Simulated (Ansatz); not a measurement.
**MoP: how the settings move a single-point run**

Question: which choices in the input matter for MoP?

Method: reference: DFT, PBEsol, PAW with Ansatz's default frozen-core files, scalar-relativistic; levels and slopes on a fine mesh, independent-particle optical spectra, in Ansatz 0.2.0.

### 1 Starting point

The structure is hexagonal, space group P-6m2 (No. 187). The conventional cell has a = 3.207 Å, b = 3.207 Å, c = 3.173 Å, α = 90.00°, β = 90.00°, γ = 120.00°. Mo (site symmetry -6m2) has 6 P at 2.44 Å as nearest neighbours. P (site symmetry -6m2) is surrounded by 6 Mo at 2.44 Å.

Structure file:

```cif
data_structure
_symmetry_space_group_name_H-M 'P-6m2'
_symmetry_Int_Tables_number 187
_cell_length_a 3.2073
_cell_length_b 3.2073
_cell_length_c 3.1726
_cell_angle_alpha 90.000
_cell_angle_beta 90.000
_cell_angle_gamma 120.000
_cell_volume 28.26
loop_
_atom_site_label
_atom_site_type_symbol
_atom_site_symmetry_multiplicity
_atom_site_Wyckoff_symbol
_atom_site_fract_x
_atom_site_fract_y
_atom_site_fract_z
_atom_site_occupancy
Mo1 Mo 1 a 0.00000 0.00000 0.00000 1
P1 P 1 d 0.33333 0.66667 0.50000 1
```

### 2 Baseline

File input.yaml:

```yaml
crystal:
  lattice:
    - [3.20730853427, 0.0, 0.0]
    - [-1.60365426714, 2.77761066845, 0.0]
    - [0.0, 0.0, 3.17263152417]
  atoms:
    - { symbol: Mo, position: [0.0, 0.0, 0.0] }
    - { symbol: P, position: [0.333333333333, 0.666666666667, 0.5] }
kpoints:
  mp_grid: { grid: [14, 14, 12] }
scf:
  occupations: { method: fermi_dirac, width: 0.08 }
hamiltonian:
  xc: pbesol
  pseudopotentials: { kind: paw }
output:
  forces: true
  stress: true
  eigenvalues: true
  eigenstates:
    nscf_kmesh: { grid: [20, 20, 16] }
    de_dk: true
    e_range: [-14, 14]
  optics:
    e_range: [0, 30]
    de: 0.2
    sigma: 0.25
    bands: { spectra_wanted_up_to: 30 }
    nscf_kmesh: { grid: [20, 20, 16] }
    drude_damping: 0.2
checkpoint:
  write: ck
  write_wavefunctions: false
```

Started as:

```console
ansatz run input.yaml --threads 1 --pin off --max-ram 3072MiB --backend cpu --events-out ev --progress --plain --runs-dir out
```

The main lines of its log:

```text
[...]
Basis set: ecut = 420 eV, 551 PW (Γ), exchange–correlation on 48×48×48 points (8 copies of the dense FFT grid, shifted against one another)
[...]
k-points: 168 of 2352 (time reversal used)
[...]
SCF iter   1: F=—  HF=-5639.045308 eV  |F-HF|=—  |Δ(HF+E_count)|=         —  Δρ=7.46e-3  dr2=6.68e-3  ethr=1.77e-3  ⟨swp⟩=5.1  Hψ=13810  notcnv=0
preconditioner: auto → none  [metal: Δε(μ)=0.007 eV  Ē_g=8.945 eV  σ=0.080 eV  W_gap=0.02  n_scr=8 (ndim 8)  ℏωp=23.2 eV  f_vac=0.000  D(μ)=0.75/eV (n_scr^D=2)  sad-step TF]
SCF iter   2: F=—  HF=-5639.045009 eV  |F-HF|=—  |Δ(HF+E_count)|=   2.99e-4  Δρ=4.31e-3  dr2=2.43e-3  ethr=3.52e-5  ⟨swp⟩=1.1  Hψ=3707  notcnv=0
[...]
SCF iter   6: F=—  HF=-5639.044997 eV  |F-HF|=—  |Δ(HF+E_count)|=   1.76e-9  Δρ=1.40e-6  dr2=3.22e-10  ethr=4.73e-11  ⟨swp⟩=2.6  Hψ=4021  notcnv=0
SCF iter   7: F=-5639.044997 eV  HF=-5639.044997 eV  |F-HF|=3.64e-12  |Δ(HF+E_count)|=  1.00e-11  Δρ=2.31e-7  dr2=4.37e-12  ethr=1.00e-12  ⟨swp⟩=4.0  Hψ=10968  notcnv=0
[...]
SCF converged after 7 iterations
Free energy (F): -5639.044997 eV
[...]
E sigma→0 (E₀):  -5639.036848 eV
[...]
Fermi energy:    17.472301 eV
[...]
  P = ⅓ Tr σ = -0.0001 GPa (-0.001 kbar)
[...]
```

Wall time 2.2 min (1 thread of Intel Xeon Platinum 8488C (Sapphire Rapids), shared host); peak memory 1.3 GiB.

### 3 Changed: n_extra_bands 4, dispersion d4

input.yaml, as its differences from that of step 2:

```diff
@@ -12,2 +12,3 @@
   occupations: { method: fermi_dirac, width: 0.08 }
+  n_extra_bands: 4
 hamiltonian:
@@ -15,2 +16,3 @@
   pseudopotentials: { kind: paw }
+  dispersion: d4
 output:
```

Started as:

```console
ansatz run input.yaml --threads 1 --pin off --max-ram 3072MiB --backend cpu --events-out ev --progress --plain --runs-dir out
```

Log, cut to the lines that bear on the results:

```text
scf.n_extra_bands = 4 over 10 filled bands (N_el = 19.0): the run solves 14 bands
[...]
Pseudopotentials: kind: paw
Pseudopotential: Mo, paw, valence charge 14, recommended cutoff 420 eV (normal), Mo.paw.azcp
Pseudopotential: P, paw, valence charge 5, recommended cutoff 420 eV (normal), P.paw.azcp
Functional definition: PBEsol
[...]
Crystal: 2 atoms, lattice volume = 28.264 Å³
Basis set: ecut = 420 eV, 551 PW (Γ), exchange–correlation on 48×48×48 points (8 copies of the dense FFT grid, shifted against one another)
Bands: 14, of which v1, the nominal top of the filled ones, is band 10 counted from 1 (9 counted from 0)
Symmetry: 12 space group operations
Space group: P-6m2 (ITA 187), of the structure as read, at distance tolerance 3.0e-5 Å
k-points: 168 of 2352 (time reversal used)
[...]
SCF iter   1: F=—  HF=-5639.734573 eV  |F-HF|=—  |Δ(HF+E_count)|=         —  Δρ=7.46e-3  dr2=6.68e-3  ethr=1.77e-3  ⟨swp⟩=5.1  Hψ=13810  notcnv=0
[...]
SCF iter   7: F=-5639.734263 eV  HF=-5639.734263 eV  |F-HF|=3.64e-12  |Δ(HF+E_count)|=  9.09e-12  Δρ=2.31e-7  dr2=4.37e-12  ethr=1.00e-12  ⟨swp⟩=4.0  Hψ=10968  notcnv=0
[...]
NSCF: frozen V_eff on 396 k-points
[...]
NSCF: frozen V_eff on 396 k-points
[...]
SCF converged after 7 iterations
Free energy (F): -5639.734263 eV
[...]
E sigma→0 (E₀):  -5639.726113 eV
Entropy (-TS):   -0.016300 eV (-8.150 meV/atom)
Fermi energy:    17.472301 eV
[...]
--- Forces (eV/Å), atoms counted from 1 ---
  atom   1  Mo    -0.00000000    -0.00000000     0.00000000
  atom   2  P     -0.00000000     0.00000000    -0.00000000
[...]
--- Stress (GPa, compression-positive) ---
       -3.525298       0.000000       0.000000
        0.000000      -3.525298      -0.000000
        0.000000      -0.000000      -3.584140
  P = ⅓ Tr σ = -3.5449 GPa (-35.449 kbar)
--- Band table (eV; the first three rows and the last of 168) ---
  k-point 0: bands = ["-43.6134", "-17.7960", "-17.5813", "-17.5813", "3.4499", "13.1624", "14.1105", "14.1105", "16.8072", "17.7640", "17.7640", "21.6919", "21.6919", "23.0131"]
[...]
--- Fermi surface from the table of eigenstates, both spin states counted (twice the sheets' area in a run without spin) ---
  How far the three rows differ hints at the mesh's error and does not bound it.
  reading                E - E_F (eV)   area (Å⁻²)  resistivity times mean free path along x, y, z (Ω·m²), under one mean free path over the surface
  by tetrahedra               -0.0163       27.582  1.2584e-15  1.2584e-15  8.9500e-16
  by the states' slopes       -0.0125       27.510  1.2569e-15  1.2569e-15  9.0225e-16
  on every second point       -0.0169       26.864  1.2625e-15  1.2625e-15  9.5053e-16
```

Wall time 2.2 min (1 thread of Intel Xeon Platinum 8488C (Sapphire Rapids), shared host); peak memory 1.3 GiB.

Changing the dispersion term moves the energy by -344.6 meV/atom, and the pressure goes from 0.0 to -3.5 GPa. The dispersion term adds attraction between atoms and pulls the pressure down.

### 4 Changing settings: ecutrho_ratio 6

input.yaml, as its differences from that of step 2:

```diff
@@ -33 +33,3 @@
   write_wavefunctions: false
+basis:
+  ecutrho_ratio: 6
```

Started as:

```console
ansatz run input.yaml --threads 1 --pin off --max-ram 3072MiB --backend cpu --events-out ev --progress --plain --runs-dir out
```

Log, cut to the lines that bear on the results:

```text
[...]
[... 4 set-up lines as earlier in the session ...]
[...]
Crystal: 2 atoms, lattice volume = 28.264 Å³
Basis set: ecut = 420 eV, 551 PW (Γ), exchange–correlation on 54×54×54 points (8 copies of the dense FFT grid, shifted against one another)
Bands: 14, of which v1, the nominal top of the filled ones, is band 10 counted from 1 (9 counted from 0)
[... 2 set-up lines as earlier in the session ...]
k-points: 168 of 2352 (time reversal used)
[...]
SCF iter   1: F=—  HF=-5639.045283 eV  |F-HF|=—  |Δ(HF+E_count)|=         —  Δρ=7.48e-3  dr2=6.68e-3  ethr=1.77e-3  ⟨swp⟩=5.2  Hψ=13811  notcnv=0
[...]
--- Stress (GPa, compression-positive) ---
       -0.000010       0.000000       0.000000
        0.000000      -0.000010      -0.000000
        0.000000      -0.000000      -0.000181
  P = ⅓ Tr σ = -0.0001 GPa (-0.001 kbar)
--- Band table (eV; the first three rows and the last of 168) ---
  k-point 0: bands = ["-43.6134", "-17.7960", "-17.5813", "-17.5813", "3.4499", "13.1624", "14.1105", "14.1105", "16.8072", "17.7640", "17.7640", "21.6919", "21.6919", "23.0131"]
[...]
--- Fermi surface from the table of eigenstates, both spin states counted (twice the sheets' area in a run without spin) ---
  How far the three rows differ hints at the mesh's error and does not bound it.
  reading                E - E_F (eV)   area (Å⁻²)  resistivity times mean free path along x, y, z (Ω·m²), under one mean free path over the surface
  by tetrahedra               -0.0163       27.582  1.2584e-15  1.2584e-15  8.9500e-16
  by the states' slopes       -0.0125       27.510  1.2569e-15  1.2569e-15  9.0225e-16
  on every second point       -0.0169       26.864  1.2625e-15  1.2625e-15  9.5053e-16
```

Wall time 2.2 min (1 thread of Intel Xeon Platinum 8488C (Sapphire Rapids), shared host); peak memory 1.3 GiB.

Changing the numerical grids leaves the energy as it was (0.0 meV/atom).

### 5 Comparison

| run | ending | energy change | pressure (GPa) | gap (eV) | force (eV/Å) | cycles | time |
| --- | --- | --- | --- | --- | --- | --- | --- |
| reference | converged | 0 | 0.0 | 0.00 | 0.00 | - | 2.2 min |
| 1: n_extra_bands 4, dispersion d4 | converged | -344.6 meV/atom (offset of the dispersion model) | -3.5 | 0.00 | 0.00 | 7 | 2.2 min |
| 2: ecutrho_ratio 6 | converged | 0.0 meV/atom | 0.0 | 0.00 | 0.00 | 7 | 2.2 min |

Residual by cycle in the longest SCF loop of each run; runs are numbered as in the table. The quantity is the density residual dr2, in eV.

```
cycle  reference    run 1    run 2
    1    0.00668  0.00668  0.00668
    2    0.00243  0.00243  0.00243
    3     9.2e-6   9.2e-6   9.2e-6
    4     3.5e-7   3.5e-7   3.4e-7
    5     9.0e-9   9.0e-9   9.5e-9
    6    3.2e-10  3.2e-10  3.1e-10
    7    4.4e-12  4.4e-12  4.1e-12
```

What this shows: «ecutrho_ratio 6» leaves the energy as it was. The pressure spans -3.5 to 0.0 GPa over the reference and the converged variants. The reference leaves spin out although Mo can carry a moment, so its state need not be the lowest.
